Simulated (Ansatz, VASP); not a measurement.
## One calculation of Ge, two programs

```xyz
4
Lattice="3.9364 0.0000 0.0000 -1.9682 3.4090 0.0000 0.0000 0.0000 6.4918" Properties=species:S:1:pos:R:3 pbc="T T T"
Ge    1.9682    1.1363    0.4088
Ge    0.0000    2.2727    3.6547
Ge    1.9682    1.1363    2.8371
Ge    0.0000    2.2727    6.0830
```

Change from the starting cell: equal strain along all axes, cell held, atoms relaxed: -3.0 %.

Alike in both runs: functional PBE; k mesh 15 × 15 × 8; occupations gaussian, width 0.1 eV; no spin polarisation.

Ansatz relaxed the structure, and its values are those at the end. VASP's run is a single point on that final structure, the one shown.

|  | VASP | Ansatz |
| --- | --- | --- |
| version | VASP 6.6.1 | Ansatz 0.2.0 |
| potentials or method | VASP PAW PBE potentials, release 64 (Ge_d) | scalar-relativistic, plane waves, PAW |
| plane-wave cutoff (eV) | 520 | 420 |
| valence electrons in the cell | 56 | 56 |

Ansatz gave:

```
gap on the k mesh at the Fermi level (eV) : none
pressure (GPa)                            : 6.7
```

Estimate VASP's values.

gap on the k mesh at the Fermi level (eV): none; pressure (GPa): 6.6.

A gap of «none» marks a metal or a gap that the smearing closes. With one functional, cell and mesh, what is left measures potentials, basis and numerics. Ansatz warned: «stress_scf_threshold_loose».
